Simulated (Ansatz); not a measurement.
Trial structure of W, not yet relaxed:

```cif
data_structure
_symmetry_space_group_name_H-M 'P6_3/mmc'
_symmetry_Int_Tables_number 194
_cell_length_a 3.4357
_cell_length_b 3.4357
_cell_length_c 15.9460
_cell_angle_alpha 90.000
_cell_angle_beta 90.000
_cell_angle_gamma 120.000
_cell_volume 163.01
loop_
_atom_site_label
_atom_site_type_symbol
_atom_site_symmetry_multiplicity
_atom_site_Wyckoff_symbol
_atom_site_fract_x
_atom_site_fract_y
_atom_site_fract_z
_atom_site_occupancy
W1 W 2 b 0.00000 0.00000 0.75000 1
W2 W 4 f 0.33333 0.66667 0.91667 1
```

Computed with Ansatz 0.2.0, DFT PBE, scalar-relativistic, plane waves, PAW. Cutoff 420 eV; k points 6×6×1 on the computed 6-atom cell (Γ-centred); Gaussian smearing, width 0.10 eV; no spin polarisation.

Energies count from the standard state of W at the same level.

Question: How far from equilibrium is it?

Answer: The pressure is -46.6 GPa (the mean over three directions, positive in compression), the largest force is 0.15 eV/Å, and the energy is +3.03 eV/atom against the standard state. The shortest distance is 3.32 Å.

Question: Is it a good guess?

Answer: A poor one: relaxing gains about 2.5 eV/atom (the start's value is from the coarse mesh, so the gain is rough) in 18 ionic steps and ends at +0.49 eV/atom on the finer mesh. The symmetry stays P6_3/mmc (No. 194). The volume per atom shrinks by 39.1 %, from 27.2 to 16.5 Å³. The shortest distance goes from 3.32 Å (W–W) to 2.72 Å (W–W). Conventional cell: a = 2.976 Å, c = 12.936 Å. Around W on a site of symmetry -6m2 lie 6 W at 2.78 Å and 6 W at 2.98 Å; W on a site of symmetry 3m is surrounded by 6 W at 2.72–2.78 Å and 6 W at 2.98 Å.

The last run used a 12×12×4 mesh (in the run's order of axes) for its 6-atom cell and Gaussian smearing of 0.10 eV. These runs have no spin–orbit coupling, which can matter for W. The relaxation can't lower the symmetry of the start, and the grade says only how near the guess is to its own end. A structure relaxed within its symmetry needn't be a true minimum.
